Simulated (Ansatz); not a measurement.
The structure comes from a relaxation in the same program, started in the bcc type, and has space group Im-3m. Whether it is a known phase or the ground state wasn't checked.

Y: DFT, PBE, PAW with Ansatz's default frozen-core files, scalar-relativistic (Ansatz 0.2.0). What sets it apart from a plain run of this crystal: PAW files, cutoff 250 eV.

```yaml
crystal:
  lattice:
    - [-2.0213990775, 2.0213990775, 2.0213990775]
    - [2.0213990775, -2.0213990775, 2.0213990775]
    - [2.0213990775, 2.0213990775, -2.0213990775]
  atoms:
    - { symbol: "Y", position: [0.0, 0.0, 0.0] }
kpoints:
  mp_grid: { grid: [13, 13, 13] }
scf:
  occupations: { method: fermi_dirac, width: 0.05 }
hamiltonian:
  xc: pbe
  pseudopotentials: { kind: paw }
output:
  forces: true
  stress: true
  eigenvalues: true
  efg: { contact_densities: true }
basis:
  ecutwfc: 250
```

Output:

```
Warning: basis.ecutwfc = 250 eV is below the records' recommended 420 eV, and the density's cutoff is lower with it unless basis.ecutrho_ratio is high enough to keep the records' density cutoff: compare with a run at a higher cutoff
Y: output.efg is read without spin–orbit coupling, which moves field gradients at and beside such atoms by some per cent and up to a factor of two; PAW files take it under magnetization.noncollinear and magnetization.spin_orbit
Engine: ansatz 0.2.0
Pseudopotentials: kind: paw
Pseudopotential: Y, paw, valence charge 11, recommended cutoff 420 eV (normal)
Functional definition: PBE
  parameter kappa = 0.804
  parameter beta = 0.06672455060314922
  exchange = pbe_x(kappa = kappa, mu = beta*pi^2/3)
  correlation = pbe_c(beta = beta)
Crystal: 1 atoms, lattice volume = 33.038 Å³
Basis set: ecut = 250 eV, 321 PW (Γ), exchange–correlation on 40×40×40 points (8 copies of the dense FFT grid, shifted against one another)
Bands: 10, of which v1, the nominal top of the filled ones, is band 6 counted from 1 (5 counted from 0)
Symmetry: 48 space group operations
Space group: Im-3m (ITA 229), of the structure as read, at distance tolerance 3.2e-5 Å
k-points: 84 of 2197
Non-local potential: Y, projectors of the file, l = 0: 3, l = 1: 2, l = 2: 2, l = 3: 1
PAW form: soft (Blöchl's): semilocal exchange-correlation on the pseudo side does not see the compensation charge
PAW one-centre angular grid: Y, 590 points (default); XC on 64 Gauss nodes
Initial density: superposition of atomic densities (neutral atoms: chi_scale 0, normalization atom), corrected by the library's trained network
Initial wavefunctions: pseudopotential atomic-orbital guess
Functional: x = pbe(κ = 0.804, μ = 0.2195149727645171), c = pbe(β = 0.06672455060314922)
SCF iter   1: F=—  HF=-3848.476743 eV  |F-HF|=—  |Δ(HF+E_count)|=         —  Δρ=4.24e-3  dr2=2.13e-3  ethr=1.77e-3  ⟨swp⟩=5.7  Hψ=4794  notcnv=0
preconditioner: auto → Kerker (q_TF=auto, 2.271 Å⁻¹)  [metal: Δε(μ)=0.024 eV  Ē_g=4.299 eV  σ=0.050 eV  W_gap=0.12  n_scr=12 (ndim 8)  ℏωp=11.2 eV  f_vac=0.000  D(μ)=2.73/eV (n_scr^D=42)]
SCF iter   2: F=—  HF=-3848.476452 eV  |F-HF|=—  |Δ(HF+E_count)|=   2.91e-4  Δρ=2.16e-3  dr2=5.35e-4  ethr=1.93e-5  ⟨swp⟩=2.4  Hψ=1913  notcnv=0
SCF iter   3: F=—  HF=-3848.476644 eV  |F-HF|=—  |Δ(HF+E_count)|=   1.93e-4  Δρ=3.10e-4  dr2=2.00e-5  ethr=4.86e-6  ⟨swp⟩=2.3  Hψ=1288  notcnv=0
SCF iter   4: F=—  HF=-3848.476654 eV  |F-HF|=—  |Δ(HF+E_count)|=   9.83e-6  Δρ=7.70e-5  dr2=1.26e-6  ethr=1.82e-7  ⟨swp⟩=2.9  Hψ=1371  notcnv=0
iter 5 did not close the SCF: its close was put off for the readings that it lacked (scf_convergence_deferred on its scf_iter line)
SCF iter   5: F=-3848.476654 eV  HF=-3848.476654 eV  |F-HF|=9.54e-10  |Δ(HF+E_count)|=   2.51e-7  Δρ=8.74e-6  dr2=1.58e-8  ethr=1.15e-8  ⟨swp⟩=2.0  Hψ=1172  notcnv=0
SCF iter   6: F=-3848.476654 eV  HF=-3848.476654 eV  |F-HF|=2.34e-10  |Δ(HF+E_count)|=   3.90e-9  Δρ=2.92e-6  dr2=1.32e-9  ethr=1.44e-10  ⟨swp⟩=2.1  Hψ=2585  notcnv=0
SCF 1 converged in 6 iterations: F = -3848.476654 eV  dr2 = 1.32e-9
  greatest PAW one-centre occupation: 0.993 electrons in one spin orbital (limit 2), on the Y atom at site 0 (counted from 0), in its partial waves of l = 0
SCF converged after 6 iterations
Free energy (F): -3848.476654 eV
Harris-Foulkes:  -3848.476654 eV  (|F-HF|=2.34e-10)
Internal energy: -3848.454373 eV  (E = F + TS)
E sigma→0 (E₀):  -3848.465513 eV
Entropy (-TS):   -0.022280 eV (-22.280 meV/atom)
Fermi energy:    9.415425 eV
--- Per-component energies (eV) ---
  E_band       = -123.100103
  E_kinetic    = 304.094454
  E_local      = -615.004783  (includes V_loc(G=0)·N_el)
  E_nonlocal   = 50.013141
  E_hartree    = 194.584217
  E_xc         = -172.743228
  E_vxc        = -198.296476  (∫ρ·V_xc dr)
  E_paw        = -2825.183285  (= ΣΔE_a)
  E_vpaw       = -53.075160  (= ΣTr[D̂ρ^β])
  E_aug_tail   = -0.000095  (compensation charges beyond the density's cutoff)
  E_ewald      = -784.214795
  E_smearing   = -0.022280  (= −TS)
  E_closure    = 0.000000  (closes the sum)
  Σ components = -3848.476654   (vs F -3848.476654, Δ=0.00e0)
--- Forces (eV/Å), atoms counted from 1 ---
  atom   1  Y     -0.00000000    -0.00000000     0.00000000
  max |Σ_I F_I| component: 1.85e-32 eV/Å
--- Stress (GPa, compression-positive) ---
       -0.025790      -0.000000      -0.000000
        0.000000      -0.025790      -0.000000
        0.000000       0.000000      -0.025790
  P = ⅓ Tr σ = -0.0258 GPa (-0.258 kbar)
--- PAW observables at the nuclei: V_zz in 10²¹ V/m², potentials from the cell's mean, atoms counted from 1 ---
  atom   1  Y  V_zz =    -0.000000   η = 0.0000   by run symmetry: forbidden
            electrostatic potential = -5713.899486 V   contact ρ = 443909.718948 e/Å³
--- Band table (eV; the first three rows and the last of 84) ---
  k-point 0: bands = ["-33.4888", "-13.1823", "-13.1823", "-13.1823", "4.6330", "11.0633", "11.0633", "11.0633", "12.9763", "12.9763"]
  k-point 1: bands = ["-33.4851", "-13.2144", "-13.1923", "-13.1822", "4.7854", "10.9513", "11.0104", "11.2109", "12.8077", "12.9742"]
  k-point 2: bands = ["-33.4747", "-13.2960", "-13.2173", "-13.1793", "5.2214", "10.6688", "10.7824", "11.6626", "12.5852", "13.0078"]
  k-point 83: bands = ["-33.3766", "-13.5495", "-13.5456", "-13.5456", "8.0068", "8.0070", "13.9209", "13.9209", "14.5972", "14.6154"]
```

Spin polarisation is left out, and whether a magnetic state lies lower isn't shown here.
